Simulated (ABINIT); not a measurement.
A run of ABINIT 10.8.3 (patched build) is set up as follows.

run.abi

```
# Pseudopotentials
pp_dirpath "./"
pseudos "Sb.GGA_PBE-JTH.xml"

# Structure
acell 3.16 3.16 3.16 Angstrom
rprim
     1.0000000000     0.0000000000     0.0000000000
     0.0000000000     1.0000000000     0.0000000000
     0.0000000000     0.0000000000     1.0000000000
ntypat 1
znucl 51
natom 1
typat 1
xred
     0.0000000000     0.0000000000     0.0000000000

# Plane-wave basis
ecut 19.0
pawecutdg 38.0

# k points
kptopt 1
ngkpt 8 8 8
nshiftk 1
shiftk 0.0 0.0 0.0

# Exchange and correlation
ixc -263267
usekden 1
pawxcdev 0

# Bands and occupations
nband 12
occopt 3
tsmear 0.05 eV

# SCF cycle
nstep 100
tolvrs 1.0e-7

# Output
iomode 3
prtwf 0
prtden 0
prteig 0
prtebands 0
enunit 1
```

Potentials or basis: JTH PAW PBE v2.0.

The run is started by

```bash
$ abinit run.abi > log 2>&1
```

Predict the pressure.

-4.7 GPa.

Predict the band gap on the k mesh.

none (metal or under the smearing width).

Caveat: the PAW data sets were made with another functional, which shifts forces and pressure a little. Spin-orbit coupling is left out, which matters for the levels of Sb.
